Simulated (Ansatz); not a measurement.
Rough cost of magnetic runs on CoSi (P4/mmm) in Ansatz 0.2.0, 2 threads of Intel(R) Xeon(R) Platinum 8375C CPU @ 2.90GHz (Ice Lake), on a shared host.

```yaml
crystal:
  lattice:
    - [2.80957, 0.00000, 0.00000]
    - [0.00000, 2.80957, 0.00000]
    - [0.00000, 0.00000, 2.72571]
  atoms:
    - { symbol: Co, position: [0.00000, 0.00000, 0.00000] }
    - { symbol: Si, position: [0.50000, 0.50000, 0.50000] }
```

```
                                                                                          run  functional, mesh  k points solved  bands  iterations  wall time (s)  peak memory (GiB)
     PAW: compressed by 2 % along z at fixed volume; spin–orbit coupling, moments along [110]     PBE, 12×12×13              301     30          25             54               0.71
     PAW: compressed by 2 % along z at fixed volume; spin–orbit coupling, moments along [100]     PBE, 12×12×13              343     30          25             75               0.76
     PAW: compressed by 2 % along z at fixed volume; spin–orbit coupling, moments along [001]     PBE, 12×12×13              196     30          25             40                0.6
              PAW: compressed by 2 % along z at fixed volume; anisotropy by the force theorem     PBE, 12×12×13              196     15          24             69               0.73
           AE-PAW: compressed by 2 % along z at fixed volume; anisotropy by the force theorem     PBE, 12×12×13              196     15          22            210                1.1
PAW: compressed by 2 % along z at fixed volume; collinear moments without spin–orbit coupling     PBE, 12×12×13              196     16          16             10               0.43
```
